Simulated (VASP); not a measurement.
# VASP 6.6.1 run: GaAs

INCAR

```
NSW = 40
ISIF = 3
LREAL = .FALSE.
NBANDS = 16
ENCUT = 600
SIGMA = 0.02
LASPH = .TRUE.
ALGO = Normal
IBRION = 2
LCHARG = .FALSE.
LWAVE = .FALSE.
ISMEAR = -1
NELM = 51
EDIFF = 1E-7
PREC = Accurate
METAGGA = RTPSS
EDIFFG = -5E-3
```

KPOINTS

```
KPOINTS created by Atomic Simulation Environment
0
Gamma
8 8 8
0 0 0
```

POSCAR

```
Ga As
 1.0000000000000000
     0.0000000000000000    2.8718185906432154    2.8718185906432154
     2.8718185906432154    0.0000000000000000    2.8718185906432154
     2.8718185906432154    2.8718185906432154    0.0000000000000000
 Ga  As
   1   1
Cartesian
  0.0000000000000000  0.0000000000000000  0.0000000000000000
  1.4359092953216077  1.4359092953216077  1.4359092953216077
```

The recommended PBE PAW datasets give the neutral cell 18 valence electrons.

Command

```
mpirun -np 1 vasp_std
```

Q: How does this run end, and what does it give?

A: It converged. Results: relaxed cell vector lengths 4.005, 4.005, 4.005 Å; relaxed cell volume 45.41 Å³.

OSZICAR

```
N       E                     dE             d eps       ncg     rms          rms(c)
DAV:   1     0.959680119216E+02    0.95968E+02   -0.95041E+03   992   0.164E+03
DAV:   2     0.996349596232E+01   -0.86005E+02   -0.81765E+02  1048   0.327E+02
DAV:   3     0.365664496495E+01   -0.63069E+01   -0.62861E+01  1168   0.711E+01
DAV:   4     0.356896951153E+01   -0.87675E-01   -0.87658E-01  1184   0.919E+00
DAV:   5     0.356782997249E+01   -0.11395E-02   -0.11395E-02  1136   0.941E-01    0.286E+00
DAV:   6     0.458776099796E+01    0.10199E+01   -0.40415E+00  1008   0.223E+01    0.177E+00
DAV:   7     0.461439864906E+01    0.26638E-01   -0.21509E-01  1264   0.383E+00    0.116E+00
DAV:   8     0.461366382270E+01   -0.73483E-03   -0.66178E-02  1112   0.216E+00    0.404E-01
DAV:   9     0.461126581397E+01   -0.23980E-02   -0.12387E-02  1216   0.176E+00    0.851E-02
DAV:  10     0.461145061064E+01    0.18480E-03   -0.12878E-03  1160   0.689E-01    0.533E-02
...
DAV:   1     0.456625138208E+01   -0.30381E-01   -0.37039E-01  1184   0.111E+01    0.101E+00
DAV:   2     0.458806790712E+01    0.21817E-01   -0.33492E-02  1136   0.386E+00    0.469E-01
DAV:   3     0.459402710265E+01    0.59592E-02   -0.66001E-03  1200   0.153E+00    0.970E-02
DAV:   4     0.459456855660E+01    0.54145E-03   -0.76948E-04  1144   0.416E-01    0.318E-02
DAV:   5     0.459462980356E+01    0.61247E-04   -0.49247E-05  1104   0.910E-02    0.126E-02
DAV:   6     0.459463274488E+01    0.29413E-05   -0.57101E-06  1168   0.341E-02    0.687E-03
DAV:   7     0.459463156311E+01   -0.11818E-05   -0.10745E-06  1088   0.162E-02    0.197E-03
DAV:   8     0.459463091924E+01   -0.64386E-06   -0.20824E-07  1112   0.394E-03    0.344E-04
DAV:   9     0.459463094232E+01    0.23084E-07   -0.11093E-08   560   0.125E-03
   3 F= 0.45946309E+01 E0= 0.45946309E+01  d E =-.167004E-01
```

```json
{"ionic step": "1", "ΔE (meV/atom)": "0.0", "volume (Å³)": "47.37", "largest force (eV/Å)": "0.000", "pressure (GPa)": "-2.62", "electronic steps": "16"}
{"ionic step": "2", "ΔE (meV/atom)": "-7.3", "volume (Å³)": "44.76", "largest force (eV/Å)": "0.000", "pressure (GPa)": "1.03", "electronic steps": "10"}
{"ionic step": "3", "ΔE (meV/atom)": "-8.4", "volume (Å³)": "45.41", "largest force (eV/Å)": "0.000", "pressure (GPa)": "0.01", "electronic steps": "9"}
```

For comparison, a separate r²SCAN relaxation on usual settings, not on those above, ends at 45.54 Å³.
